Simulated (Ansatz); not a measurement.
A run of Ansatz 0.2.0 is set up as follows.

File input.yaml:

```yaml
crystal:
  lattice:
    - [-1.739, 1.739, 2.1805]
    - [1.739, -1.739, 2.1805]
    - [1.739, 1.739, -2.1805]
  atoms:
    - { symbol: Hf, position: [0.0, 0.0, 0.0] }
    - { symbol: H, position: [0.25, 0.75, 0.5] }
    - { symbol: H, position: [0.75, 0.25, 0.5] }
hamiltonian:
  xc: r2scan
  pseudopotentials: { kind: paw }
  hubbard: { sites: [{ species: Hf, l: d, u_eff: 1.0 }] }
kpoints:
  mp_grid: { grid: [11, 11, 11] }
scf:
  occupations: { method: fermi_dirac, width: 0.05 }
output:
  forces: true
  stress: true
  eigenvalues: true
relax:
  f_tol: 0.01
  max_steps: 40
  cell: { stress_tol: 0.05 }
```

Potentials or basis: Ansatz PAW.

Command:

```console
$ ansatz run input.yaml --threads 2 --pin off --max-ram 5632MiB --backend cpu --events-out ev --progress --plain --runs-dir out
```

(1) Estimate the band gap on the k mesh.

(2) Predict the relaxed volume.

(3) Predict the space group after relaxing (to 0.05 Å).

Results:

(1) none (metal or under the smearing width).

(2) 8.67 Å³/atom.

(3) I4/mmm (No. 139).

Caveat: U without spin polarisation on a metal has little footing; the PAW data sets come from PBE, with cores solved anew for the run's functional, which leaves a small shift of forces and pressure; the U is typed as a test and isn't derived for this compound.
